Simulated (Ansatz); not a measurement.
Here is an Ansatz 0.2.0 calculation.

File input.yaml:

```yaml
crystal:
  lattice:
    - [3.1967, 0.0, 0.0]
    - [-1.59835, 2.7684234083, 0.0]
    - [0.0, 0.0, 5.0578]
  atoms:
    - { symbol: Hf, position: [0.6666666667, 0.3333333333, 0.75] }
    - { symbol: Hf, position: [0.3333333333, 0.6666666667, 0.25] }
kpoints:
  mp_grid: { grid: [7, 7, 4] }
scf:
  occupations: { method: fermi_dirac, width: 0.06 }
hamiltonian:
  xc: pbe
  pseudopotentials: { kind: all_electron, lapw: { basis_error: 0.004 } }
output:
  forces: true
  stress: true
  eigenvalues: true
```

Potentials or basis: all-electron LAPW, scalar-relativistic.

The run is started by

```sh
$ ansatz run input.yaml --threads 1 --pin off --max-ram 3072MiB --backend cpu --events-out ev --progress --plain --runs-dir out
```

(1) What does it give for the band gap on the k mesh?

(2) Estimate the pressure.

Results:

(1) none (metal or under the smearing width).

(2) 1.0 GPa.
